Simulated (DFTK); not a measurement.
TaN:

```xyz
2
Lattice="0.0000 2.2113 2.2113 2.2113 0.0000 2.2113 2.2113 2.2113 0.0000" Properties=species:S:1:pos:R:3 pbc="T T T"
Ta    2.2113    2.2113    2.2113
N     0.0000    0.0000    0.0000
```

The cell comes from a database or a generator and needn't be the stable form of this composition.

* Program: DFTK 0.8.2
* Task: single point
* Functional: PBE
* Potentials or basis: dojo.nc.sr.pbe.v0_4_1.standard.upf (PBE)
* Cutoff: 1143 eV
* k mesh: 10 × 10 × 10
* Occupations: fermi-dirac, width 0.05 eV
* Spin: no spin polarisation

On this cell: pressure -1.6 GPa; largest force zero by symmetry; band gap on the k mesh none (metal or under the smearing width).

The same run follows on a disturbed copy (atoms moved at random, drawn with an rms of 0.05 Å):

```
Ta N
1.0
     0.00000    2.21132    2.21132
     2.21132    0.00000    2.21132
     2.21132    2.21132    0.00000
Ta N
1 1
Direct
  0.51353 0.48421 0.52898
  0.98710 0.98530 0.01570
```

Question: What does the disturbed cell give?

Answer: The energy (extrapolated to zero smearing) moves by +20.5 meV/atom; pressure 0.2 GPa; largest force 0.814 eV/Å; band gap on the k mesh none (metal or under the smearing width).

Forces on the atoms (eV/Å):
```
Ta  -0.202 -0.661 -0.430
N    0.202  0.661  0.430
```

Stress tensor (GPa, compression positive):
```
-0.97 -0.17 -0.07
-0.17  1.55 -0.31
-0.07 -0.31 -0.07
```
